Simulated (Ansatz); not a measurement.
# k-point convergence of GW for SnO (puckered monolayer (GeS type))

Wanted: mesh convergence of the gap correction in SnO (puckered monolayer (GeS type)).

Calculated with Ansatz 0.2.0; G0W0 on PBE, plane waves, PAW; PAW set soft_1.

### Step 1. Starting point

The cell holds 4 atoms: 2 Sn and 2 O. Cell: a = 4.051 Å, b = 3.649 Å, c = 27.900 Å, α = 90.0°, β = 90.0°, γ = 90.0°. Vacuum lies along c.

The structure was relaxed with PBE. The runs that relaxed it are not among those shown. The Coulomb interaction is cut off across the vacuum.

### Step 2. The 2×2×1 mesh

G0W0 replaces the xc potential by the self-energy, built once from these orbitals. Only a window of levels is corrected, while the sums run over the empty bands that the input names. This step takes PAW set soft_1 files.

The input, input.yaml:

```yaml
crystal:
  lattice:
    - [4.0514457101, 0.0, 0.0]
    - [0.0, 3.6485742088, 0.0]
    - [0.0, 0.0, 27.9]
  atoms:
    - { symbol: Sn, position: [0.2999864356, 0.0, 0.5419295849] }
    - { symbol: O, position: [0.3000135644, 0.5, 0.4962318703] }
    - { symbol: Sn, position: [0.7999864356, 0.5, 0.4580704151] }
    - { symbol: O, position: [-0.1999864356, 0.0, 0.5037681297] }
  periodic: [true, true, false]
kpoints:
  mp_grid: { grid: [2, 2, 1] }
hamiltonian:
  xc: pbe
  pseudopotentials: { kind: paw, azcp: { folder: soft_1 } }
scf:
  occupations: { method: fixed }
gw:
  n_empty_bands: 371
  ecut_chi: 54.0
  qp_bands: [v2, c2]
  qp_kpoints: band_edges
  screening: { model: contour_deformation }
```

Command:

```bash
> ansatz run input.yaml --threads 4 --pin off --max-ram 17510MiB --backend cpu --events-out ev --progress --plain --runs-dir out
```

Numbers of over 12 decimals in the logs are rounded to 6 here.

What it wrote:

```text
Engine: ansatz 0.2.0, x86_64-unknown-linux-gnu
Pseudopotentials: kind: paw
Pseudopotential: Sn, paw, valence charge 14, recommended cutoff 420 eV (normal), soft_1/Sn.paw.azcp
Pseudopotential: O, paw, valence charge 6, recommended cutoff 420 eV (normal), soft_1/O.paw.azcp
Functional definition: PBE
  parameter kappa = 0.804
  parameter beta = 0.066725
  exchange = pbe_x(kappa = kappa, mu = beta*pi^2/3)
  correlation = pbe_c(beta = beta)
Crystal: 4 atoms, lattice volume = 412.418 Å³
Basis set: ecut = 420 eV, 7997 PW (Γ)
Bands: 24, of which v1, the nominal top of the filled ones, is band 20 counted from 1 (19 counted from 0)
Symmetry: 4 space group operations
Space group: Pmn21 (ITA 31), of the structure as read, at distance tolerance 7.4e-5 Å
k-points: 4
Non-local potential: Sn, projectors of the file, l = 0: 2, l = 1: 2, l = 2: 2, l = 3: 1
Non-local potential: O, projectors of the file, l = 0: 2, l = 1: 2, l = 2: 1
PAW form: soft (Blöchl's): semilocal exchange-correlation on the pseudo side does not see the compensation charge
PAW one-centre angular grid: Sn, 590 points (default); XC on 64 Gauss nodes
PAW one-centre angular grid: O, 110 points (default); XC on 64 Gauss nodes
Initial density: superposition of atomic densities (neutral atoms: chi_scale 0, normalization atom)
Initial wavefunctions: pseudopotential atomic-orbital guess
Functional: x = pbe(κ = 0.804, μ = 0.219515), c = pbe(β = 0.066725)
SCF iter   1: F=—  HF=-13187.308591 eV  |F-HF|=—  |Δ(HF+E_count)|=         —  Δρ=5.78e-2  dr2=1.66e1  ethr=3.10e-3  ⟨swp⟩=6.0  Hψ=434  notcnv=0  defer=8
preconditioner: auto → Resta (q_TF=auto, 1.849 Å⁻¹)  ε∞=1.4  [insulator: Δε(μ)=3.683 eV  Ē_g=18.027 eV  n_scr=44 (ndim 8)  ℏωp=11.6 eV  f_vac=0.755  ε∞_Penn≈1.4  vacuum switching on, ρ_ref=2.4e-2 e/Å³]
SCF iter   2: F=—  HF=-13185.490312 eV  |F-HF|=—  |Δ(HF+E_count)|=    1.82e0  Δρ=5.54e-2  dr2=1.16e1  ethr=3.10e-3  ⟨swp⟩=6.0  Hψ=337  notcnv=0  defer=8
SCF iter   3: F=—  HF=-13183.340870 eV  |F-HF|=—  |Δ(HF+E_count)|=    2.15e0  Δρ=9.13e-3  dr2=3.76e-1  ethr=3.10e-3  ⟨swp⟩=5.0  Hψ=278  notcnv=0  defer=8
SCF iter   4: F=—  HF=-13183.301040 eV  |F-HF|=—  |Δ(HF+E_count)|=   3.98e-2  Δρ=3.87e-3  dr2=1.01e-1  ethr=9.39e-4  ⟨swp⟩=2.8  Hψ=168  notcnv=0  defer=8
SCF iter   5: F=—  HF=-13183.284560 eV  |F-HF|=—  |Δ(HF+E_count)|=   1.65e-2  Δρ=1.25e-3  dr2=1.26e-2  ethr=2.52e-4  ⟨swp⟩=2.5  Hψ=159  notcnv=0  defer=8
SCF iter   6: F=—  HF=-13183.281613 eV  |F-HF|=—  |Δ(HF+E_count)|=   2.95e-3  Δρ=2.27e-4  dr2=3.10e-4  ethr=3.15e-5  ⟨swp⟩=3.5  Hψ=195  notcnv=0  defer=8
SCF iter   7: F=—  HF=-13183.281587 eV  |F-HF|=—  |Δ(HF+E_count)|=   2.64e-5  Δρ=1.10e-4  dr2=1.07e-4  ethr=7.76e-7  ⟨swp⟩=2.5  Hψ=200  notcnv=0  defer=8
SCF iter   8: F=—  HF=-13183.281566 eV  |F-HF|=—  |Δ(HF+E_count)|=   2.02e-5  Δρ=2.75e-5  dr2=5.75e-6  ethr=2.68e-7  ⟨swp⟩=2.5  Hψ=140  notcnv=0  defer=8
SCF iter   9: F=-13183.281565 eV  HF=-13183.281565 eV  |F-HF|=6.30e-9  |Δ(HF+E_count)|=   1.04e-6  Δρ=2.00e-6  dr2=1.09e-8  ethr=2.50e-10  ⟨swp⟩=10.2  Hψ=616  notcnv=0
SCF 1 converged in 9 iterations: F = -13183.281565 eV  dr2 = 1.09e-8
[...]
NSCF: frozen V_eff on 4 k-points
G₀W₀ screening: q 1/4
[... further progress lines ...]
SCF converged after 9 iterations
Free energy (F): -13183.281565 eV
Harris-Foulkes:  -13183.281565 eV  (|F-HF|=6.30e-9)
Internal energy: -13183.281565 eV  (E = F + TS)
E sigma→0 (E₀):  -13183.281565 eV
Fermi energy:    -5.351141 eV
--- Per-component energies (eV) ---
  E_band       = -735.564465
  E_kinetic    = 670.458273
  E_local      = -59027.631510  (includes V_loc(G=0)·N_el)
  E_nonlocal   = 395.064210
  E_hartree    = 29149.562919
  E_xc         = -394.085442
  E_vxc        = -341.687124  (∫ρ·V_xc dr)
  E_paw        = -9062.618307  (= ΣΔE_a)
  E_vpaw       = -730.884339  (= ΣTr[D̂ρ^β])
  E_aug_tail   = 0.002078  (compensation charges beyond the density's cutoff)
  E_ewald      = 25085.966214
  E_smearing   = -0.000000  (= −TS)
  E_closure    = 0.000000  (closes the sum)
  Σ components = -13183.281565   (vs F -13183.281565, Δ=0.00e0)
--- Band table (eV) ---
  k-point 0: bands = [... 16 lower, -7.4080, -6.9878, -6.9411, -5.3511, -2.1921, -2.0907, -0.2200, -0.1313]
  k-point 1: bands = [... 16 lower, -8.6915, -8.6915, -5.6638, -5.6638, -2.2024, -2.2024, 0.6276, 0.6276]
  k-point 2: bands = [... 16 lower, -8.3213, -8.3213, -5.9671, -5.9671, -1.9628, -1.9628, 0.2559, 0.2559]
  k-point 3: bands = [... 16 lower, -6.4526, -6.4526, -5.8520, -5.8520, -2.2663, -2.2663, 0.0070, 0.0070]
--- G₀W₀: contour deformation, 6 samples at zero and on the imaginary axis and 1 off it, 4 q-points, 371 empty bands' worth ---
  eigenvalues of the whole cell's RPA ε∞ on this k-mesh (on a slab, of 1 + 4πα/V) = 1.1657, 1.9478, 2.0840; static W/v taken at q = 0 is 0.616366
  bands read: the sum over 391 bands ends inside a degenerate multiplet in 3 slots, whose members it reads at an even weight; the widest, k=1: bands 391 to 392 (counted from 1) at 1/2 each
  gw.qp_kpoints: band_edges: 4 of 4 stored k-points solved, in 1 pass; an edge of the gap read off the rows below is read off those points alone
    ik  band        ε_KS         Σx   Σc(E_QP)       V_xc       Z   E_QP_lin       E_QP  E_QP is
     0    19     -6.9411   -25.7480     4.8746   -20.4549  0.7107    -7.3645    -7.3597  root
     0    20     -5.3511   -18.3665     2.1907   -15.7325  0.7519    -5.7986    -5.7945  root
     0    21     -2.1921    -6.9404    -2.8837   -10.3389  0.8041    -1.6719    -1.6774  root
     0    22     -2.0907    -6.9691    -3.4553   -11.2518  0.7944    -1.2472    -1.2633  root
     1    19     -5.6638   -18.6698     2.3483   -15.6866  0.7503    -6.3086    -6.2987  root
     1    20     -5.6638   -18.6698     2.3483   -15.6866  0.7503    -6.3086    -6.2987  root
     1    21     -2.2024    -7.6699    -2.8149   -11.2316  0.7744    -1.4419    -1.4556  root
     1    22     -2.2024    -7.6699    -2.8149   -11.2316  0.7744    -1.4419    -1.4556  root
     2    19     -5.9671   -18.4398     2.4661   -15.3081  0.7462    -6.6441    -6.6326  root
     2    20     -5.9671   -18.4398     2.4661   -15.3081  0.7462    -6.6441    -6.6326  root
     2    21     -1.9628    -7.3475    -2.7110   -10.7354  0.7813    -1.2752    -1.2859  root
     2    22     -1.9628    -7.3475    -2.7110   -10.7354  0.7813    -1.2752    -1.2859  root
     3    19     -5.8520   -18.7062     2.3123   -15.6824  0.7498    -6.5769    -6.5634  root
     3    20     -5.8520   -18.7062     2.3123   -15.6824  0.7498    -6.5769    -6.5634  root
     3    21     -2.2663    -7.2098    -3.2791   -11.2545  0.7809    -1.4867    -1.5008  root
     3    22     -2.2663    -7.2098    -3.2791   -11.2545  0.7809    -1.4867    -1.5008  root
```

Wall time 16 s (4 threads of Intel Xeon Platinum 8488C (Sapphire Rapids), shared host); peak memory 2.3 GiB.

Reading the cycles: dr2 is the Hartree energy of the density residual (eV), the measure of convergence; HF is the Harris–Foulkes estimate of the energy, which meets the free energy F at convergence.

This step gave:

```yaml
bands_summed: 391
plane_waves_in_the_screening_matrix: 369
q_points_in_the_mesh: 4
g0w0_gap_on_the_mesh: 4.117 eV
k_of_the_valence_top: 0, 0, 0
k_of_the_conduction_bottom: 0, 0, 0
starting_gap_on_the_mesh: 3.085 eV
z_at_the_valence_top: 0.7519
z_at_the_conduction_bottom: 0.8041
least_direct_g0w0_gap_on_the_computed_points: 4.117 eV
```

The gap on the mesh goes from 3.08 eV to 4.12 eV, a correction of +1.03 eV, though a band edge has moved to another state.

### Step 3. The 2×4×1 mesh

A second mesh at equal bands and cutoff isolates the sampling error.

Edit input.yaml of step 2 so:

```diff
@@ -12,3 +12,3 @@
 kpoints:
-  mp_grid: { grid: [2, 2, 1] }
+  mp_grid: { grid: [2, 4, 1] }
 hamiltonian:
```

What it wrote:

```text
[...]
Crystal: 4 atoms, lattice volume = 412.418 Å³
Basis set: ecut = 420 eV, 7997 PW (Γ)
Bands: 24, of which v1, the nominal top of the filled ones, is band 20 counted from 1 (19 counted from 0)
[... 1 set-up line as in the run before ...]
[...]
k-points: 6 of 8
[...]
SCF iter   1: F=—  HF=-13187.453130 eV  |F-HF|=—  |Δ(HF+E_count)|=         —  Δρ=5.80e-2  dr2=1.66e1  ethr=3.10e-3  ⟨swp⟩=6.0  Hψ=663  notcnv=0  defer=11
[...]
SCF iter  10: F=-13183.411209 eV  HF=-13183.411209 eV  |F-HF|=1.23e-8  |Δ(HF+E_count)|=   2.77e-7  Δρ=1.72e-6  dr2=1.54e-8  ethr=2.50e-10  ⟨swp⟩=10.7  Hψ=865  notcnv=0
SCF 1 converged in 10 iterations: F = -13183.411209 eV  dr2 = 1.54e-8
[...]
NSCF: frozen V_eff on 6 k-points
G₀W₀ screening: q 1/6
[... further progress lines ...]
SCF converged after 10 iterations
Free energy (F): -13183.411209 eV
[...]
Internal energy: -13183.411209 eV  (E = F + TS)
[...]
0    19     -7.0125   -25.7297     4.7489   -20.4528  0.7204    -7.5477    -7.5404  root
     0    20     -5.4098   -18.7784     2.3167   -15.7750  0.7573    -6.1069    -6.0965  root
     0    21     -2.2504    -6.9849    -2.7346   -10.4469  0.8185    -1.5135    -1.5230  root
     0    22     -2.1589    -7.1342    -3.2177   -11.3106  0.8119    -1.1818    -1.2002  root
     1    19     -6.9126   -19.9950     3.0881   -16.1217  0.7381    -7.7179    -7.6978  root
     1    20     -5.2840   -18.9585     2.1778   -16.1106  0.7606    -5.9632    -5.9540  root
     1    21     -1.3433    -6.9766    -2.8658   -10.7535  0.7980    -0.4117    -0.4322  root
     1    22     -1.1284    -7.8094    -2.8007   -11.5904  0.7985    -0.1234    -0.1481  root
[...]
5    19     -5.9250   -18.6367     2.0892   -15.7171  0.7606    -6.7719    -6.7553  root
     5    20     -5.9250   -18.6367     2.0892   -15.7171  0.7606    -6.7719    -6.7553  root
     5    21     -2.3378    -7.4045    -2.9839   -11.2776  0.7974    -1.4326    -1.4486  root
     5    22     -2.3378    -7.4045    -2.9839   -11.2776  0.7974    -1.4326    -1.4486  root
[key lines of the parts left out:]
Fermi energy:    -5.283977 eV
```

Wall time 40 s (4 threads); peak memory 3.7 GiB.

Numbers from this step:

```yaml
bands_summed: 391
plane_waves_in_the_screening_matrix: 369
q_points_in_the_mesh: 8
g0w0_gap_on_the_mesh: 4.431 eV
k_of_the_valence_top: 0, 0.25, 0
k_of_the_conduction_bottom: 0, 0, 0
starting_gap_on_the_mesh: 2.946 eV
z_at_the_valence_top: 0.7606
z_at_the_conduction_bottom: 0.8185
least_direct_g0w0_gap_on_the_computed_points: 4.574 eV
```

Against the run with 2×2×1 mesh, 371 empty bands, screening to 54 eV, PAW set soft_1 files, the gap moves by +0.31 eV, while the start moved by −0.14 eV. A band edge is found at another k point on this mesh.

### Step 4. The 4×4×1 mesh

Edit input.yaml of step 3 so:

```diff
@@ -12,3 +12,3 @@
 kpoints:
-  mp_grid: { grid: [2, 4, 1] }
+  mp_grid: { grid: [4, 4, 1] }
 hamiltonian:
```

What it wrote:

```text
[...]
Crystal: 4 atoms, lattice volume = 412.418 Å³
Basis set: ecut = 420 eV, 7997 PW (Γ)
Bands: 24, of which v1, the nominal top of the filled ones, is band 20 counted from 1 (19 counted from 0)
[... 1 set-up line as in the run before ...]
[...]
k-points: 9 of 16 (time reversal used)
[...]
1    22     -1.1428    -7.8101    -2.7553   -11.6167  0.8059    -0.0665    -0.0915  root
[...]
8    19     -5.9472   -18.4815     1.9017   -15.7160  0.7671    -6.8274    -6.8109  root
     8    20     -5.9472   -18.4815     1.9017   -15.7160  0.7671    -6.8274    -6.8109  root
     8    21     -2.3564    -7.4258    -2.9032   -11.2817  0.8040    -1.3869    -1.4038  root
     8    22     -2.3564    -7.4258    -2.9032   -11.2817  0.8040    -1.3869    -1.4038  root
[key lines of the parts left out:]
SCF converged after 10 iterations
Free energy (F): -13183.438905 eV
Fermi energy:    -5.295573 eV
```

It took 87 s on 4 threads; peak memory 3.6 GiB.

This step gave:

| Property | Result |
| --- | --- |
| bands summed | 391 |
| plane waves in the screening matrix | 369 |
| G0W0 gap on the mesh | 4.629 eV |
| k of the valence top | 0, 0.25, 0 |
| k of the conduction bottom | 0, 0, 0 |
| starting gap on the mesh | 2.939 eV |
| least direct G0W0 gap on the computed points | 4.783 eV |

Against the run with 2×4×1 mesh, 371 empty bands, screening to 54 eV, PAW set soft_1 files, the gap moves by +0.20 eV.

### Step 5. The 6×6×1 mesh

Edit input.yaml of step 4 so:

```diff
@@ -12,3 +12,3 @@
 kpoints:
-  mp_grid: { grid: [4, 4, 1] }
+  mp_grid: { grid: [6, 6, 1] }
 hamiltonian:
```

What it wrote:

```text
[...]
Crystal: 4 atoms, lattice volume = 412.418 Å³
Basis set: ecut = 420 eV, 7997 PW (Γ)
Bands: 24, of which v1, the nominal top of the filled ones, is band 20 counted from 1 (19 counted from 0)
[... 1 set-up line as in the run before ...]
[...]
k-points: 16 of 36 (time reversal used)
[...]
1    22     -1.5711    -7.6290    -2.9357   -11.6509  0.8161    -0.4625    -0.4849  root
[...]
15    19     -5.9477   -18.4558     1.8669   -15.7180  0.7683    -6.8349    -6.8185  root
    15    20     -5.9477   -18.4558     1.8669   -15.7180  0.7683    -6.8349    -6.8185  root
    15    21     -2.3569    -7.4555    -2.8642   -11.2817  0.8062    -1.3785    -1.3949  root
    15    22     -2.3569    -7.4555    -2.8642   -11.2817  0.8062    -1.3785    -1.3949  root
[key lines of the parts left out:]
SCF converged after 10 iterations
Free energy (F): -13183.439158 eV
Fermi energy:    -5.298582 eV
```

Wall time 4.2 min (4 threads); peak memory 4 GiB.

This step gave:

| Property | Result |
| --- | --- |
| bands summed | 391 |
| plane waves in the screening matrix | 369 |
| G0W0 gap on the mesh | 4.670 eV |
| k of the valence top | 0, 0.3333, 0 |
| k of the conduction bottom | 0, 0, 0 |
| starting gap on the mesh | 2.942 eV |
| least direct G0W0 gap on the computed points | 4.836 eV |

Against the run with 4×4×1 mesh, 371 empty bands, screening to 54 eV, PAW set soft_1 files, the gap moves by +0.04 eV. A band edge is found at another k point on this mesh.

### Step 6. The meshes together

Times are wall times on 4 threads of Intel Xeon Platinum 8488C (Sapphire Rapids), shared host, good to a factor of about two.

```csv
mesh,points,irreducible,start (eV),G0W0 (eV),shift (eV),mean of 1 + 4πα/V (set by the cell height),time
2×2×1,4,4,3.085,4.117,+1.032,1.73,16 s
2×4×1,8,6,2.946,4.431,+1.485,1.63,40 s
4×4×1,16,9,2.939,4.629,+1.690,1.59,87 s
6×6×1,36,16,2.942,4.670,+1.729,1.59,4.2 min
```

### Step 7. Outcome

- 2×2×1: 4.117 eV (shift +1.032)
- 2×4×1: 4.431 eV (shift +1.485)
- 4×4×1: 4.629 eV (shift +1.690)
- 6×6×1: 4.670 eV (shift +1.729)
- settings: PBE start, 371 empty bands, 54 eV

**Reading.** The shift is +1.03 eV on 2×2×1 and +1.73 eV on 6×6×1. On 6×6×1 the edges lie at (0.000, 0.333, 0.000) and Γ, on 4×4×1 at (0.000, 0.250, 0.000) and Γ, so these two shifts belong to different pairs of states. The mean of 1 + 4πα/V (set by the cell height) ranges from 1.59 to 1.73 and ends at 1.59. On 6×6×1 the states that bound the G0W0 gap lie 3.032 eV apart in the start, so part of the shift is a change of edge. The starting gap changes too, by 0.15 eV, since the meshes hold different points and converge the density differently. From 4 to 36 points the time grows 15-fold. Bands and cutoff are modest here, so the values stand off the basis limit. The mesh in the plane is coarse for a sheet; gap and any exciton binding can still move on denser ones. The many-body steps are scalar-relativistic: spin-orbit coupling is not in them.

[Paths, hosts, dates, memory and timing lines, banners, echoed tables and standing remarks are left out of the program output.]

[Logs are printed without paths, hosts, clocks, repeated set-up lines and the standing remarks that a program may print on its own settings, such as how far it seeks lower states.]

[Runs of the session that timed out or met a known fault of the program may be left out.]

[Cells called generated may have been cut or substituted from an entry of the Crystallography Open Database or the Materials Project.]

[Hosts, paths, dates, database ids (printed as entryN), source tags and the programs' standing remarks are cut or masked in the printed files.]
